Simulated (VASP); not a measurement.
# CdTe (F-43m) in VASP: notebook

The runs below take CdTe through single point, with PBE.

Everything below comes from runs of VASP 6.6.1. Logs are shortened: lines on timing, memory, paths and dates and some standing lists are left out, and cuts for length are marked.

**Measured values to compare with.**

From a printed reference work, data compilation, for a bulk crystal of CdTe at 0 K: band gap 1.607 eV.

How close the calculation comes is told below.

## Step 1: The structure

Symmetry: F-43m, No. 216, cubic system. The conventional cell has a = 6.410 Å, b = 6.410 Å, c = 6.410 Å, α = 90.00°, β = 90.00°, γ = 90.00°. Cd (site symmetry -43m) is surrounded by 4 Te at 2.78 Å. Te (site symmetry -43m) has 4 Cd at 2.78 Å as nearest neighbours.

## Step 2: Single point, PBE

INCAR reads:

```
SYSTEM = CdTe
PREC = Accurate
ENCUT = 520
EDIFF = 1E-7
ISMEAR = 0
SIGMA = 0.01
LREAL = .False.
LASPH = .True.
NELM = 100
ALGO = Normal
ISIF = 2
LWAVE = .False.
LCHARG = .False.
GGA = PE
NBANDS = 16
```

KPOINTS reads:

```
Automatic mesh
0
Gamma
  6 6 6
  0 0 0
```

POSCAR reads:

```
CdTe
1.0
    0.0000000000      3.2050000000      3.2050000000
    3.2050000000      0.0000000000      3.2050000000
    3.2050000000      3.2050000000      0.0000000000
Cd Te
1 1
Direct
    0.0000000000      0.0000000000      0.0000000000
    0.2500000000      0.2500000000      0.2500000000
```

Potentials or basis: VASP PAW PBE potentials, release 64 (Cd, Te).

Command:

```sh
cat potpaw_PBE.64/Cd/POTCAR potpaw_PBE.64/Te/POTCAR > POTCAR
mpirun -np 1 vasp_std > vasp.out
```

OUTCAR:

```text
SYSTEM = CdTe
   PREC = Accurate
   ENCUT = 520
   EDIFF = 1E-7
   ISMEAR = 0
   LREAL = .False.
   LASPH = .True.
   NELM = 100
   ISIF = 2
   GGA = PE

 ion  position               nearest neighbor table
   1  0.000  0.000  0.000-   2 2.78   2 2.78   2 2.78   2 2.78
   2  0.250  0.250  0.250-   1 2.78   1 2.78   1 2.78   1 2.78

  LATTYP: Found a face centered cubic cell.
 ALAT       =     6.4100000000

  Lattice vectors:

 A1 = (   0.0000000000,   3.2050000000,   3.2050000000)
 A2 = (   3.2050000000,   0.0000000000,   3.2050000000)
 A3 = (   3.2050000000,   3.2050000000,   0.0000000000)

Analysis of symmetry for initial positions (statically):
=====================================================================
 Subroutine PRICEL returns:
 Original cell was already a primitive cell.

 Routine SETGRP: Setting up the symmetry group for a
 face centered cubic supercell.

 Subroutine GETGRP returns: Found 24 space group operations
 (whereof 24 operations were pure point group operations)
 out of a pool of 48 trial point group operations.

The static configuration has the point symmetry T_d .

Analysis of symmetry for dynamics (positions and initial velocities):
=====================================================================
 Subroutine PRICEL returns:
 Original cell was already a primitive cell.

 Routine SETGRP: Setting up the symmetry group for a
 face centered cubic supercell.

 Subroutine GETGRP returns: Found 24 space group operations
 (whereof 24 operations were pure point group operations)
 out of a pool of 48 trial point group operations.

The dynamic configuration has the point symmetry T_d .

 Subroutine INISYM returns: Found 24 space group operations
 (whereof 24 operations are pure point group operations),
 and found     1 'primitive' translations

----------------------------------------------------------------------------------------

                                     Primitive cell

  volume of cell :      65.8437

  direct lattice vectors                    reciprocal lattice vectors
     0.000000000  3.205000000  3.205000000    -0.156006240  0.156006240  0.156006240
     3.205000000  0.000000000  3.205000000     0.156006240 -0.156006240  0.156006240
     3.205000000  3.205000000  0.000000000     0.156006240  0.156006240 -0.156006240

  length of vectors
     4.532554467  4.532554467  4.532554467     0.270210734  0.270210734  0.270210734

  position of ions in fractional coordinates (direct lattice)
     0.000000000  0.000000000  0.000000000
     0.250000000  0.250000000  0.250000000

  ion indices of the primitive-cell ions
   primitive index   ion index
                 1           1
                 2           2

----------------------------------------------------------------------------------------

 KPOINTS: Automatic mesh

Automatic generation of k-mesh.
 Grid dimensions read from file:
 generate k-points for:    6    6    6

 Generating k-lattice:

  Cartesian coordinates                     Fractional coordinates (reciprocal lattice)
    -0.026001040  0.026001040  0.026001040     0.166666667  0.000000000  0.000000000
     0.026001040 -0.026001040  0.026001040     0.000000000  0.166666667  0.000000000
     0.026001040  0.026001040 -0.026001040     0.000000000  0.000000000  0.166666667

  Length of vectors
     0.045035122  0.045035122  0.045035122

  Shift w.r.t. Gamma in fractional coordinates (k-lattice)
     0.000000000  0.000000000  0.000000000

 Subroutine IBZKPT returns following result:
 ===========================================

 Found     16 irreducible k-points:

 Following reciprocal coordinates:
            Coordinates               Weight
  0.000000  0.000000  0.000000      1.000000
  0.166667  0.000000  0.000000      8.000000
  0.333333  0.000000  0.000000      8.000000
  0.500000  0.000000  0.000000      4.000000
  0.166667  0.166667  0.000000      6.000000
  0.333333  0.166667  0.000000     24.000000
[... 8 lines left out ...]
 -0.333333  0.333333  0.166667     24.000000
 -0.333333  0.500000  0.166667     12.000000
   k-points           NKPTS =     16   k-points in BZ     NKDIM =     16   number of bands    NBANDS=     16
   number of dos      NEDOS =    301   number of ions     NIONS =      2
   total plane-waves  NPLWV =  46656
   dimension x,y,z NGX =    36 NGY =   36 NGZ =   36
   dimension x,y,z NGXF=    72 NGYF=   72 NGZF=   72
   ions per type =               1   1
   NGX,Y,Z   is equivalent  to a cutoff of  13.20, 13.20, 13.20 a.u.
   NGXF,Y,Z  is equivalent  to a cutoff of  26.41, 26.41, 26.41 a.u.
 SYSTEM =  CdTe
   PREC   = accura    normal or accurate (medium, high low for compatibility)
   ISTART =      0    job   : 0-new  1-cont  2-samecut
   ICHARG =      2    charge: 1-file 2-atom 10-const
   ISPIN  =      1    spin polarized calculation?
   LNONCOLLINEAR =      F non collinear calculations
   LSORBIT =      F    spin-orbit coupling
   LASPH  =      T    aspherical Exc in radial PAW
   ENCUT  =  520.0 eV  38.22 Ry    6.18 a.u.   8.43  8.43  8.43*2*pi/ulx,y,z
   NELM   =    100;   NELMIN=  2; NELMDL= -5     # of ELM steps
   EDIFF  = 0.1E-06   stopping-criterion for ELM
   LREAL  =      F    real-space projection
[... 7 lines left out ...]
   TEBEG  =    0.0;   TEEND  =   0.0 temperature during run
   PSTRESS=    0.0 pullay stress
   NELECT =      18.0000    total number of electrons
   NUPDOWN=      -1.0000    fix difference up-down
   EMIN   =  10.00;   EMAX   =-10.00  energy-range for DOS
   EFERMI =   0.00;   METHOD = LEGACY
   ISMEAR =     0;   SIGMA  =   0.01  broadening in eV -4-tet -1-fermi 0-gaus
   EFERMI_NEDOS =   21; number of points for ismear=-14 and -15
   IALGO  =     38    algorithm
   IMIX   =      4    mixing-type and parameters
     AMIX     =   0.40;   BMIX     =  1.00
     AMIX_MAG =   1.60;   BMIX_MAG =  1.00
  volume/ion in A,a.u.               =      32.92       222.17
  Fermi-wavevector in a.u.,A,eV,Ry     =   1.062497  2.007828 15.359610  1.128899
  Thomas-Fermi vector in A             =   2.197950
   LORBIT       =      0    0 simple, 1 ext, 2 COOP (PROOUT), +10 PAW based schemes
   GGA     = PE    functional components
   LHFCALC =     F    Hartree Fock is set to
   AEXX    =    0.0000 exact exchange contribution
   IVDW    =     0    specifies the selected vdW correction
   LEPSILON=     F    determine dielectric tensor
   LRPA    =     F    only Hartree local field effects (RPA)
 non-spin polarized calculation
 Gauss-broadening in eV      SIGMA  =   0.01
  energy-cutoff  :      520.00
  volume of cell :       65.84
 maximum number of plane-waves:      1807
 NGX is ok and might be reduce to    36
   NGX = 17   NGY = 17   NGZ = 17

 number of electron      17.9999995 magnetization

 Free energy of the ion-electron system (eV)
  ---------------------------------------------------
  ext. energy  EPLUGINS =         0.00000000
  ---------------------------------------------------
  free energy    TOTEN  =        -4.72108013 eV

  energy without entropy =       -4.72108013  energy(sigma->0) =       -4.72108013

 E-fermi :   2.7261     XC(G=0):  -8.7302

 val. band max:        2.6579137542   @ k =   0.0000   0.0000   0.0000
 cond. band min:       3.5298890604   @ k =   0.0000   0.0000   0.0000
 fundamental gap:      0.8719753062
 Fermi energy:         2.7260770131

 k-point     1 :       0.0000    0.0000    0.0000
  band No.  band energies     occupation
      1      -8.7101      2.00000
      2      -5.7527      2.00000
      3      -5.7527      2.00000
      4      -5.7527      2.00000
      5      -5.4672      2.00000
      6      -5.4672      2.00000
[... 8 lines left out ...]
     15      12.0709      0.00000
     16      12.0709      0.00000

 k-point     2 :       0.1667    0.0000    0.0000
  band No.  band energies     occupation
      1      -8.6026      2.00000
      2      -5.7323      2.00000
      3      -5.7323      2.00000
      4      -5.6662      2.00000
      5      -5.4686      2.00000
      6      -5.4686      2.00000
[... 8 lines left out ...]
     15      11.1483      0.00000
     16      11.1483      0.00000

 k-point     3 :       0.3333    0.0000    0.0000
  band No.  band energies     occupation
      1      -8.3874      2.00000
      2      -5.6971      2.00000
      3      -5.6971      2.00000
      4      -5.4642      2.00000
      5      -5.4642      2.00000
      6      -5.3662      2.00000
[... 8 lines left out ...]
     15      11.5790      0.00000
     16      11.5790      0.00000

 k-point     4 :       0.5000    0.0000    0.0000
  band No.  band energies     occupation
      1      -8.2823      2.00000
      2      -5.6834      2.00000
      3      -5.6834      2.00000
      4      -5.4573      2.00000
      5      -5.4573      2.00000
      6      -5.0866      2.00000
[... 8 lines left out ...]
     15      13.0460      0.00000
     16      13.0460      0.00000

 k-point     5 :       0.1667    0.1667    0.0000
  band No.  band energies     occupation
      1      -8.5671      2.00000
      2      -5.7115      2.00000
      3      -5.7115      2.00000
      4      -5.6686      2.00000
      5      -5.4763      2.00000
      6      -5.4588      2.00000
[... 8 lines left out ...]
     15      11.9511      0.00000
     16      12.3102      0.00000

 k-point     6 :       0.3333    0.1667    0.0000
  band No.  band energies     occupation
      1      -8.3890      2.00000
      2      -5.6843      2.00000
      3      -5.6715      2.00000
      4      -5.5270      2.00000
      5      -5.4525      2.00000
      6      -5.3918      2.00000
[... 8 lines left out ...]
     15      12.4676      0.00000
     16      12.4877      0.00000

 k-point     7 :       0.5000    0.1667    0.0000
  band No.  band energies     occupation
      1      -8.2505      2.00000
      2      -5.6682      2.00000
      3      -5.6545      2.00000
      4      -5.4857      2.00000
      5      -5.4542      2.00000
      6      -5.0617      2.00000
[... 8 lines left out ...]
     15      12.7710      0.00000
     16      13.1350      0.00000

 k-point     8 :      -0.3333    0.1667    0.0000
  band No.  band energies     occupation
      1      -8.2845      2.00000
      2      -5.6698      2.00000
      3      -5.6693      2.00000
      4      -5.4713      2.00000
      5      -5.4705      2.00000
      6      -5.1563      2.00000
[... 8 lines left out ...]
     15      11.9087      0.00000
     16      13.1070      0.00000

 k-point     9 :      -0.1667    0.1667    0.0000
  band No.  band energies     occupation
      1      -8.4595      2.00000
      2      -5.7088      2.00000
      3      -5.6932      2.00000
      4      -5.5302      2.00000
      5      -5.4781      2.00000
      6      -5.4429      2.00000
[... 8 lines left out ...]
     15      11.7068      0.00000
     16      12.5199      0.00000

 k-point    10 :       0.3333    0.3333    0.0000
  band No.  band energies     occupation
      1      -8.2856      2.00000
      2      -5.6214      2.00000
      3      -5.6214      2.00000
      4      -5.5723      2.00000
      5      -5.4421      2.00000
      6      -5.2673      2.00000
[... 8 lines left out ...]
     15      12.9708      0.00000
     16      14.8369      0.00000

 k-point    11 :       0.5000    0.3333    0.0000
  band No.  band energies     occupation
      1      -8.1855      2.00000
      2      -5.6216      2.00000
      3      -5.5979      2.00000
      4      -5.5413      2.00000
      5      -5.4433      2.00000
      6      -4.9895      2.00000
[... 8 lines left out ...]
     15      13.4267      0.00000
     16      14.3211      0.00000

 k-point    12 :      -0.3333    0.3333    0.0000
  band No.  band energies     occupation
      1      -8.1861      2.00000
      2      -5.6426      2.00000
      3      -5.6193      2.00000
      4      -5.4980      2.00000
      5      -5.4624      2.00000
      6      -4.9200      2.00000
[... 8 lines left out ...]
     15      11.7065      0.00000
     16      14.9877      0.00000

 k-point    13 :       0.5000    0.5000    0.0000
  band No.  band energies     occupation
      1      -8.1525      2.00000
      2      -5.5872      2.00000
      3      -5.5720      2.00000
      4      -5.5720      2.00000
      5      -5.4337      2.00000
      6      -4.9354      2.00000
[... 8 lines left out ...]
     15      13.5222      0.00000
     16      14.3303      0.00000

 k-point    14 :       0.5000    0.3333    0.1667
  band No.  band energies     occupation
      1      -8.2518      2.00000
      2      -5.6476      2.00000
      3      -5.6401      2.00000
      4      -5.5143      2.00000
      5      -5.4536      2.00000
      6      -5.1307      2.00000
[... 8 lines left out ...]
     15      13.0547      0.00000
     16      14.2209      0.00000

 k-point    15 :      -0.3333    0.3333    0.1667
  band No.  band energies     occupation
      1      -8.1861      2.00000
      2      -5.6396      2.00000
      3      -5.6237      2.00000
      4      -5.4945      2.00000
      5      -5.4645      2.00000
      6      -4.9189      2.00000
[... 8 lines left out ...]
     15      13.2622      0.00000
     16      13.9886      0.00000

 k-point    16 :      -0.3333    0.5000    0.1667
  band No.  band energies     occupation
      1      -8.1539      2.00000
      2      -5.6106      2.00000
      3      -5.6064      2.00000
      4      -5.5202      2.00000
      5      -5.4537      2.00000
      6      -4.8650      2.00000
[... 8 lines left out ...]
     15      13.8581      0.00000
     16      14.1567      0.00000

------------------------ aborting loop because EDIFF is reached ----------------------------------------

  FORCE on cell =-STRESS in cart. coord.  units (eV):
  Direction    XX          YY          ZZ          XY          YZ          ZX
  --------------------------------------------------------------------------------------
  -------------------------------------------------------------------------------------
  Total        1.8133930      1.8133930      1.8133930      0.0000000      0.0000000      0.0000000
  in kB       44.1253770     44.1253770     44.1253770      0.0000000      0.0000000      0.0000000
  external PRESSURE =      44.1253770 kB  Pullay stress =       0.0000000 kB

 VOLUME and BASIS-vectors are now :
 -----------------------------------------------------------------------------
  energy-cutoff  :      520.00
  volume of cell :       65.84
      direct lattice vectors                 reciprocal lattice vectors
     0.000000000  3.205000000  3.205000000    -0.156006240  0.156006240  0.156006240
     3.205000000  0.000000000  3.205000000     0.156006240 -0.156006240  0.156006240
     3.205000000  3.205000000  0.000000000     0.156006240  0.156006240 -0.156006240

 POSITION                                       TOTAL-FORCE (eV/Angst)
 -----------------------------------------------------------------------------------
      0.00000      0.00000      0.00000         0.000000      0.000000      0.000000
      1.60250      1.60250      1.60250        -0.000000     -0.000000     -0.000000
 -----------------------------------------------------------------------------------
    total drift:                               -0.000000     -0.000000     -0.000000

  FREE ENERGIE OF THE ION-ELECTRON SYSTEM (eV)
  ---------------------------------------------------
  free  energy   TOTEN  =        -4.7210801272 eV

  energy  without entropy=       -4.7210801272  energy(sigma->0) =       -4.72108013
```

Wall time 18 s (1 thread of AMD EPYC 9R45 (Zen 5), shared host); peak memory 0.17 GiB.

Results:

| Quantity | Value |
| --- | --- |
| Free energy | -4.7211 eV |
| Pressure | 4.4 GPa |
| Band gap on the k mesh | 0.87 eV, direct |

Levels at points of the mesh, in eV from the valence-band top:
```csv
k point,band 5,band 6,band 7,band 8,band 9,band 10,band 11,band 12,band 13,band 14
"(0.00, 0.00, 0.00)",-8.13,-8.13,0.00,0.00,0.00,0.87,4.57,4.57,4.57,7.51
"(0.50, 0.00, 0.00)",-8.12,-7.74,-4.62,-0.83,-0.83,1.85,5.17,5.17,7.10,8.78
"(0.50, 0.50, 0.00)",-8.09,-7.59,-4.47,-1.98,-1.98,2.53,2.66,9.03,9.30,9.30
```

Caveat: spin-orbit coupling is left out, which moves the levels of the heavy elements.

[end of part 1 of 2]
